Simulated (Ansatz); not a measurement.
## Cu3N

```yaml
crystal:
  lattice:
    - [3.81400, 0.00000, 0.00000]
    - [0.00000, 3.81400, 0.00000]
    - [0.00000, 0.00000, 3.81400]
  atoms:
    - { symbol: Cu, position: [0.50000, 0.00000, 0.00000] }
    - { symbol: Cu, position: [0.00000, 0.50000, 0.00000] }
    - { symbol: Cu, position: [0.00000, 0.00000, 0.50000] }
    - { symbol: N, position: [0.00000, 0.00000, 0.00000] }
```

Atoms are numbered in the order listed.

The conventional cell has a = 3.814 Å, b = 3.814 Å, c = 3.814 Å, α = 90.00°, β = 90.00°, γ = 90.00°. Cu (atom 1) is surrounded by 2 N at 1.91 Å. N (atom 4) has 6 Cu at 1.91 Å as nearest neighbours.

The cell comes from COD entry 1536894, which wasn't checked; take it as a given geometry.

Levels of theory: DFT, PBEsol, all-electron LAPW, scalar-relativistic (Ansatz 0.2.0); DFT, PBEsol, PAW with Ansatz's default frozen-core files, scalar-relativistic (Ansatz 0.2.0); DFT, PBEsol, all-electron PAW with datasets made for the crystal, scalar-relativistic (Ansatz 0.2.0).

For LAPW: a Γ-centred 10×10×10 k mesh, Fermi–Dirac smearing of 0.08 eV, basis error target 1 meV/atom, no spin polarisation. PAW takes a cutoff of 420 eV at this cell (files made with PBE, cores remade for this functional). The crystal-made all-electron datasets (AE datasets) take a cutoff of 460 eV at this cell. The Ansatz runs share mesh, smearing and spin set-up. Values come from LAPW unless marked.

| Property | Result |
| --- | --- |
| Pressure at this cell | -4.83 GPa |
| Band gap | 0.14 eV, indirect from R (0.5, 0.5, 0.5) to M (0.5, 0.5, 0) (so small a gap may close at points that the mesh and path miss) |
| Smallest direct gap on the path | 0.66 eV |
| Löwdin charges (with 0.34 e of the cell spilling out of the atomic basis, so their sizes and signs hang on that basis) | Cu1 0.52, N4 -1.22 e |
| Bader charges (from the PAW run) | Cu1 +0.43, N4 -1.29 e |
| Field gradients Vzz (crystal-made datasets) | Cu1 -4.02 (η = 0.00), N4 0 (under 0.004) in 10²¹ V/m² |
| Volume per atom | 93.6 bohr³ |
